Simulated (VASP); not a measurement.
Runs of VASP 6.6.1 on Te. The structure is trigonal, space group P3_121 (No. 152). The conventional cell has a = 4.515 Å, b = 4.515 Å, c = 5.954 Å, α = 90.00°, β = 90.00°, γ = 120.00°. Te (site symmetry 2) is surrounded by 2 Te at 2.89 Å. 

```tsv
task	cell	gap on the mesh (eV)	pressure (GPa)	largest force (eV/Å)
relaxation of shape and atoms at fixed volume	atoms relaxed at fixed volume	0.21	0.0	-
relaxation of shape and atoms at fixed volume	atoms relaxed at fixed volume from: a relaxed cell with its volume scaled by 0.98	0.15	0.4	0.01
relaxation of shape and atoms at fixed volume	atoms relaxed at fixed volume from: a relaxed cell with its volume scaled by 1.02	0.28	-0.3	0.01
relaxation of shape and atoms at fixed volume	atoms relaxed at fixed volume from: a relaxed cell with its volume scaled by 1.06	0.39	-0.7	-
relaxation of shape and atoms at fixed volume	atoms relaxed at fixed volume from: a relaxed cell with its volume scaled by 0.94	(b)	1.5	-
relaxation of shape and atoms at fixed volume	atoms relaxed at fixed volume from: a relaxed cell with its volume scaled by 1.04	0.33	-0.6	0.01
relaxation of cell and atoms	relaxed	0.21	0.0	0.01
relaxation of shape and atoms at fixed volume	atoms relaxed at fixed volume from: a relaxed cell with its volume scaled by 0.96	(a)	0.9	-
```

Alike in all rows: level PBE; potentials or basis VASP PAW PBE potentials, release 64 (Te); no spin polarisation; k mesh 9 × 9 × 6; cutoff (eV) 600; smearing gaussian 0.03 eV.

Task: Fill in the values left out.

Result: (a) 0.11; (b) 0.06.

Caveats: spin-orbit coupling is left out, which moves the levels of the heavy elements; an odd mesh through Γ misses points on the zone boundary, where band edges often lie; the relaxation stopped at its first step, so nothing moved (some runs).

A k mesh can miss the band edges, and the runs leave out spin-orbit coupling on Te.
